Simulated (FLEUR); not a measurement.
# TiTe2 (P-3m1) in FLEUR: convergence with k mesh

Aim: find how far k mesh must go before the results for TiTe2 settle, at LDA. This setting moves, with any that are tied to it; all else stays.

All numbers are computed with FLEUR MaX-R8.1 (later development tree); they aren't measurements. Logs are shortened: lines on timing, memory, paths and dates and some standing lists are left out, and cuts for length are marked.

### 1 The crystal as given

Symmetry: P-3m1, No. 164, trigonal system. The conventional cell has a = 3.777 Å, b = 3.777 Å, c = 6.498 Å, α = 90.00°, β = 90.00°, γ = 120.00°. Around Te (site symmetry 3m) lie 3 Ti at 2.77 Å. Around Ti (site symmetry -3m) lie 6 Te at 2.77 Å.

### 2 With k mesh 2 × 2 × 1

inp.xml

```xml
<?xml version="1.0" encoding="UTF-8" standalone="no"?>
<fleurInput fleurInputVersion="0.39">
   <comment>
      TiTe2                                                                                               
   </comment>
   <calculationSetup>
      <cutoffs Kmax="4.21" Gmax="13.0" GmaxXC="13.0" numbands="0"/>
      <scfLoop itmax="60" minDistance="0.00001" maxIterBroyd="15" imix="Anderson" alpha="0.05" precondParam="0.0" spinf="2.0" sdNocoIR="T"/>
      <coreElectrons ctail="T" frcor="F" kcrel="0" coretail_lmax="0"/>
      <xcFunctional name="vwn" relativisticCorrections="F"/>
      <magnetism jspins="1"/>
      <soc l_soc="F" theta="0.0" phi="0.0" spav="F"/>
      <expertModes spex="0" secvar="F"/>
      <geometryOptimization l_f="T" forcealpha="1.0" forcemix="BFGS" epsdisp="0.0005" epsforce="0.0002"/>
      <ldaU l_linMix="F" mixParam="0.05" spinf="1.0"/>
   </calculationSetup>
   <cell>
      <bzIntegration valenceElectrons="56.0" mode="hist" fermiSmearingEnergy="0.00183747">
         <kPointListSelection listName="default-1"/>
         <!-- k-points included here -->
         <xi:include xmlns:xi="http://www.w3.org/2001/XInclude" href="kpts.xml"> </xi:include>
      </bzIntegration>
      <!-- symmetry operations included here -->
      <xi:include xmlns:xi="http://www.w3.org/2001/XInclude" href="sym.xml"> </xi:include>
      <bulkLattice scale="1.0">
         <bravaisMatrix>
            <row-1>    7.1374955726142000     0.0000000000000000     0.0000000000000000</row-1>
            <row-2>   -3.5687477863071000     6.1812524852945243     0.0000000000000000</row-2>
            <row-3>    0.0000000000000000     0.0000000000000000    12.2794403576507989</row-3>
         </bravaisMatrix>
      </bulkLattice>
   </cell>
   <atomSpecies>
      <species name="Tellurium (Te)" element="Te" atomicNumber="52">
         <mtSphere radius="2.47" gridPoints="823" logIncrement="0.016"/>
         <atomicCutoffs lmax="10" lnonsphr="10"/>
         <electronConfig flipSpins="F">
            <coreConfig>(1s1/2) (2s1/2) (2p1/2) (2p3/2) (3s1/2) (3p1/2) (3p3/2) (4s1/2) (3d3/2) (3d5/2)</coreConfig>
            <valenceConfig>(4p1/2) (4p3/2) (5s1/2) (4d3/2) (4d5/2) (5p1/2) (5p3/2)</valenceConfig>
            <stateOccupation state="(5p1/2)" spinUp="0.666667" spinDown="0.666667"/>
            <stateOccupation state="(5p3/2)" spinUp="1.333333" spinDown="1.333333"/>
         </electronConfig>
         <energyParameters s="5" p="5" d="5" f="4"/>
         <lo type="SCLO" l="1" n="4" eDeriv="0"/>
         <lo type="SCLO" l="1" n="4" eDeriv="1"/>
         <lo type="SCLO" l="2" n="4" eDeriv="0"/>
         <lo type="SCLO" l="2" n="4" eDeriv="1"/>
         <lo type="SCLO" l="0" n="5" eDeriv="2"/>
         <lo type="SCLO" l="3" n="4" eDeriv="2"/>
      </species>
      <species name="Titanium (Ti)" element="Ti" atomicNumber="22">
         <mtSphere radius="2.33" gridPoints="777" logIncrement="0.015"/>
         <atomicCutoffs lmax="9" lnonsphr="9"/>
         <electronConfig flipSpins="F">
            <coreConfig>(1s1/2) (2s1/2) (2p1/2) (2p3/2)</coreConfig>
            <valenceConfig>(3s1/2) (3p1/2) (3p3/2) (4s1/2) (3d3/2) (3d5/2)</valenceConfig>
            <stateOccupation state="(3d3/2)" spinUp="0.400000" spinDown="0.400000"/>
            <stateOccupation state="(3d5/2)" spinUp="0.600000" spinDown="0.600000"/>
         </electronConfig>
         <energyParameters s="4" p="4" d="3" f="4"/>
         <lo type="SCLO" l="0" n="3" eDeriv="0"/>
         <lo type="SCLO" l="1" n="3" eDeriv="0"/>
         <lo type="SCLO" l="1" n="3" eDeriv="1"/>
         <lo type="SCLO" l="2" n="3" eDeriv="2"/>
         <lo type="SCLO" l="3" n="4" eDeriv="2"/>
      </species>
   </atomSpecies>
   <atomGroups>
      <atomGroup species="Tellurium (Te)">
         <relPos label="                   1">1.000/3.000 -1.000/3.000 -.2628000000</relPos>
         <relPos label="                   2">-1.000/3.000 1.000/3.000 .2628000000</relPos>
         <force calculate="T" relaxXYZ="TTT"/>
      </atomGroup>
      <atomGroup species="Titanium (Ti)">
         <relPos label="                   3">.0000000000 .0000000000 .0000000000</relPos>
         <force calculate="T" relaxXYZ="TTT"/>
      </atomGroup>
   </atomGroups>
   <output dos="F" band="F" slice="F">
      <checks vchk="F" cdinf="F"/>
      <bandDOS minEnergy="-.5*Htr" maxEnergy="0.5*Htr" sigma="0.015" storeEVData="T"/>
      <vacuumDOS vacdos="F" integ="F" star="F" nstars="0" locx1="0.0" locy1="0.0" locx2="0.0" locy2="0.0" nstm="0" tworkf="0.0"/>
      <unfoldingBand unfoldBand="F" supercellX="1" supercellY="1" supercellZ="1"/>
      <plotting iplot="0" polar="F">
         <plot TwoD="T" vec1="  1.0  0.0  0.0" vec2="  0.0  1.0  0.0" vec3="  0.0  0.0  1.0" zero="  0.0  0.0  0.0" file="plot"/>
      </plotting>
      <chargeDensitySlicing numkpt="0" minEigenval="0.0" maxEigenval="0.0" nnne="0" pallst="F"/>
      <specialOutput eonly="F"/>
      <moessbauerParams electricFieldGradient="T" isomerShift="T" coreHyperfine="T" valenceHyperfine="T"/>
      <magneticCircularDichroism mcd="F" energyLo="-10.0" energyUp="0.0"/>
   </output>
  <!-- We include the file relax.xml here to enable relaxations (see documentation) -->
  <xi:include xmlns:xi="http://www.w3.org/2001/XInclude" href="relax.xml"> <xi:fallback/> </xi:include>
</fleurInput>
```

crystal.txt

```
TiTe2
&input cartesian=F /
3.7770000000  0.0000000000  0.0000000000
-1.8885000000  3.2709779501  0.0000000000
0.0000000000  0.0000000000  6.4980000000
1.8897261246
1.0 1.0 1.0

3
52 0.3333333333  0.6666666667  0.7372000000
52 0.6666666667  0.3333333333  0.2628000000
22 0.0000000000  0.0000000000  0.0000000000

&kpt div1=2 div2=2 div3=1 gamma=T /
```

Potentials or basis: all-electron, FLAPW.

Started as:

```bash
$ inpgen -f crystal.txt -profile fastHighL
$ # inp.xml edited to the form shown
$ fleur_MPI
```

What it wrote:

```text
Welcome to FLEUR        (www.flapw.de)
      MaX-Release 8.1          (www.max-centre.eu)

 ========== k-point set info ==========
 Selected k-point list: default-1
 k-point list type: mesh
 2 x 2 x 1
 Number of k points: 2

 ------------Calculation Setup---------------------------
 Number of MPI-tasks      :            1
 Number of PE/node        :            1
 Number of OMP-threads    :            1
 Most efficient MPI parallelization for:
           1           2
 Additional eigenvalue parallelization possible
 Number of basis functions:          827
 Approximate size of matrices (H+S) per k-point:         0.010 GB
 --------------------------------------------------------
 Iteration:     1   Distance:       8.56078437 me/bohr^3
 Iteration:     2   Distance:       6.55213470 me/bohr^3
 Iteration:     3   Distance:       5.01109366 me/bohr^3
 Iteration:     4   Distance:       4.34757395 me/bohr^3
 Iteration:     5   Distance:       2.04048005 me/bohr^3
 Iteration:     6   Distance:       1.78021880 me/bohr^3
 Iteration:     7   Distance:       0.63594610 me/bohr^3
 Iteration:     8   Distance:       0.46016601 me/bohr^3
 Iteration:     9   Distance:       0.16244526 me/bohr^3
 Iteration:    10   Distance:       0.11842759 me/bohr^3
 Iteration:    11   Distance:       0.02627803 me/bohr^3
 Iteration:    12   Distance:       0.01237566 me/bohr^3
 Iteration:    13   Distance:       0.00359809 me/bohr^3
 Iteration:    14   Distance:       0.00086934 me/bohr^3
 Iteration:    15   Distance:       0.00103969 me/bohr^3
 Iteration:    16   Distance:       0.00063773 me/bohr^3
 Iteration:    17   Distance:       0.00041385 me/bohr^3
 Iteration:    18   Distance:       0.00010204 me/bohr^3
 Iteration:    19   Distance:       0.00004355 me/bohr^3
 Iteration:    20   Distance:       0.00003022 me/bohr^3
 Iteration:    21   Distance:       0.00001077 me/bohr^3
 Iteration:    22   Distance:       0.00000286 me/bohr^3
 Reset of history

 ********************************************************************
 Run finished successfully
 Stop message:
   Structural relaxation: new displacements generated
 ********************************************************************
```

It took 28 s on 1 thread of Arm Neoverse V1, shared host; peak memory 0.09 GiB.

What came out:

- Free energy: -392784.3142 eV
- Largest force: 0.198 eV/Å
- Band gap on the k mesh: none (metal or under the smearing width)
- Valence electrons inside the program's atomic spheres: Te 19.59; Ti 10.23 (radii Te 2.47, Ti 2.33 bohr)

### 3 With k mesh 3 × 3 × 2

inp.xml is that of step 2.

crystal.txt: that of step 2 with these lines changed.

```diff
@@ -13,2 +13,2 @@
 
-&kpt div1=2 div2=2 div3=1 gamma=T /
+&kpt div1=3 div2=3 div3=2 gamma=T /
```

Potentials or basis: all-electron, FLAPW.

Started as:

```bash
$ inpgen -f crystal.txt -profile fastHighL
$ # inp.xml edited to the form shown
$ fleur_MPI
```

It took 52 s on 1 thread of Arm Neoverse V1, shared host; peak memory 0.09 GiB.

What came out:

```
Free energy                                           : -392785.0170 eV
Largest force                                         : 0.399 eV/Å
Band gap on the k mesh                                : none (metal or under the smearing width)
Valence electrons inside the program's atomic spheres : Te 19.62; Ti 10.17 (radii Te 2.47, Ti 2.33 bohr)
```

### 4 With k mesh 4 × 4 × 2

inp.xml is that of step 3.

crystal.txt: that of step 3 with these lines changed.

```diff
@@ -13,2 +13,2 @@
 
-&kpt div1=3 div2=3 div3=2 gamma=T /
+&kpt div1=4 div2=4 div3=2 gamma=T /
```

Started as:

```bash
$ inpgen -f crystal.txt -profile fastHighL
$ # inp.xml edited to the form shown
$ fleur_MPI
```

It took 66 s on 1 thread of Arm Neoverse V1, shared host; peak memory 0.09 GiB.

What came out:

- Free energy: -392785.1686 eV
- Largest force: 0.335 eV/Å
- Band gap on the k mesh: none (metal or under the smearing width)
- Valence electrons inside the program's atomic spheres: Te 19.62; Ti 10.15 (radii Te 2.47, Ti 2.33 bohr)

### 5 With k mesh 6 × 6 × 3

inp.xml is that of step 4.

crystal.txt: that of step 4 with these lines changed.

```diff
@@ -13,2 +13,2 @@
 
-&kpt div1=4 div2=4 div3=2 gamma=T /
+&kpt div1=6 div2=6 div3=3 gamma=T /
```

Started as:

```bash
$ inpgen -f crystal.txt -profile fastHighL
$ # inp.xml edited to the form shown
$ fleur_MPI
```

Run time: 2.1 min. Hardware: 1 thread of Arm Neoverse V1, shared host; peak memory 0.09 GiB.

What came out:

- Free energy: -392785.2181 eV
- Largest force: 0.380 eV/Å
- Band gap on the k mesh: none (metal or under the smearing width)
- Valence electrons inside the program's atomic spheres: Te 19.62; Ti 10.16 (radii Te 2.47, Ti 2.33 bohr)

### 6 With k mesh 7 × 7 × 3

inp.xml is that of step 5.

crystal.txt: that of step 5 with these lines changed.

```diff
@@ -13,2 +13,2 @@
 
-&kpt div1=6 div2=6 div3=3 gamma=T /
+&kpt div1=7 div2=7 div3=3 gamma=T /
```

Potentials or basis: all-electron, FLAPW.

Started as:

```bash
$ inpgen -f crystal.txt -profile fastHighL
$ # inp.xml edited to the form shown
$ fleur_MPI
```

It took 2.4 min on 1 thread of Arm Neoverse V1, shared host; peak memory 0.09 GiB.

Results:

| Quantity | Value |
| --- | --- |
| Free energy | -392785.2254 eV |
| Largest force | 0.350 eV/Å |
| Band gap on the k mesh | none (metal or under the smearing width) |
| Valence electrons inside the program's atomic spheres | Te 19.62; Ti 10.15 (radii Te 2.47, Ti 2.33 bohr) |

### 7 With k mesh 8 × 8 × 4

inp.xml is that of step 6.

crystal.txt: that of step 6 with these lines changed.

```diff
@@ -13,2 +13,2 @@
 
-&kpt div1=7 div2=7 div3=3 gamma=T /
+&kpt div1=8 div2=8 div3=4 gamma=T /
```

Started as:

```bash
$ inpgen -f crystal.txt -profile fastHighL
$ # inp.xml edited to the form shown
$ fleur_MPI
```

Run time: 4 min. Hardware: 1 thread of Arm Neoverse V1, shared host; peak memory 0.1 GiB.

Results:

* Free energy: -392785.2252 eV
* Largest force: 0.313 eV/Å
* Band gap on the k mesh: none (metal or under the smearing width)
* Valence electrons inside the program's atomic spheres: Te 19.62; Ti 10.15 (radii Te 2.47, Ti 2.33 bohr)

### 8 With k mesh 10 × 10 × 5

inp.xml is that of step 7.

crystal.txt: that of step 7 with these lines changed.

```diff
@@ -13,2 +13,2 @@
 
-&kpt div1=8 div2=8 div3=4 gamma=T /
+&kpt div1=10 div2=10 div3=5 gamma=T /
```

Started as:

```bash
$ inpgen -f crystal.txt -profile fastHighL
$ # inp.xml edited to the form shown
$ fleur_MPI
```

Run time: 6.6 min. Hardware: 1 thread of Arm Neoverse V1, shared host; peak memory 0.1 GiB.

What came out:

* Free energy: -392785.2231 eV
* Largest force: 0.299 eV/Å
* Band gap on the k mesh: none (metal or under the smearing width)
* Valence electrons inside the program's atomic spheres: Te 19.62; Ti 10.15 (radii Te 2.47, Ti 2.33 bohr)

### 9 With k mesh 12 × 12 × 6

inp.xml is that of step 8.

crystal.txt: that of step 8 with these lines changed.

```diff
@@ -13,2 +13,2 @@
 
-&kpt div1=10 div2=10 div3=5 gamma=T /
+&kpt div1=12 div2=12 div3=6 gamma=T /
```

Potentials or basis: all-electron, FLAPW.

Started as:

```bash
$ inpgen -f crystal.txt -profile fastHighL
$ # inp.xml edited to the form shown
$ fleur_MPI
```

Wall time 11 min (1 thread of Arm Neoverse V1, shared host); peak memory 0.11 GiB.

Results:

- Free energy: -392785.2209 eV
- Largest force: 0.298 eV/Å
- Band gap on the k mesh: none (metal or under the smearing width)
- Valence electrons inside the program's atomic spheres: Te 19.62; Ti 10.15 (radii Te 2.47, Ti 2.33 bohr)

### 10 Result

```csv
k mesh,"energy less the tightest run, at zero smearing (meV/atom)",largest force (eV/Å),SCF cycles,CPU time (s),peak memory (GiB)
2 × 2 × 1,306.58,0.198,23,28,0.09
3 × 3 × 2,73.41,0.399,20,52,0.09
4 × 4 × 2,17.44,0.335,20,66,0.09
6 × 6 × 3,0.97,0.380,20,130,0.09
7 × 7 × 3,-1.36,0.350,19,140,0.09
8 × 8 × 4,-1.24,0.313,19,240,0.1
10 × 10 × 5,-0.65,0.299,19,390,0.1
12 × 12 × 6,0.00,0.298,19,680,0.11
```

Against the tightest run, the energy stays within 1 meV/atom from 10 × 10 × 5 on; the largest force stays within 0.005 eV/Å from 10 × 10 × 5 on. Meshes of other sizes hit other points, so gaps and Fermi surfaces needn't settle smoothly. The tightest run that finished is the yardstick and may itself not be fully converged.
